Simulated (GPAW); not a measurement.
The system is V.

```
CELL_PARAMETERS angstrom
-1.51435 1.51435 1.51435
1.51435 -1.51435 1.51435
1.51435 1.51435 -1.51435
ATOMIC_POSITIONS crystal
V 0.00000 0.00000 0.00000
```

- Program: GPAW 26.7.0
- Task: single point
- Functional: PBEsol
- Potentials or basis: PAW data sets generated in the run's folder for this functional
- Cutoff: 600 eV
- Basis: pw
- k mesh: 12 × 12 × 12
- Occupations: fermi-dirac, width 0.05 eV
- Spin: collinear spin, ferromagnetic start
- Starting moments: [2.0] μB

On this cell: pressure -10.7 GPa; net moment 0.00 μB per cell; band gap on the k mesh none (metal or under the smearing width).

The same run follows on a disturbed copy (cell strained at random at fixed volume):

```xyz
1
Lattice="-1.5170 1.5201 1.5776 1.4987 -1.4781 1.5172 1.5066 1.4677 -1.5355" Properties=species:S:1:pos:R:3 pbc="T T T"
V    -0.0105    0.0071    0.0249
```

Problem. What does the disturbed cell give?

Solution. The energy (extrapolated to zero smearing) moves by +4.2 meV/atom; pressure -10.7 GPa; net moment 0.00 μB per cell; band gap on the k mesh none (metal or under the smearing width).

Stress tensor (GPa, compression positive):
```
 -9.90   0.05   0.35
  0.05  -9.44  -0.48
  0.35  -0.48 -12.65
```
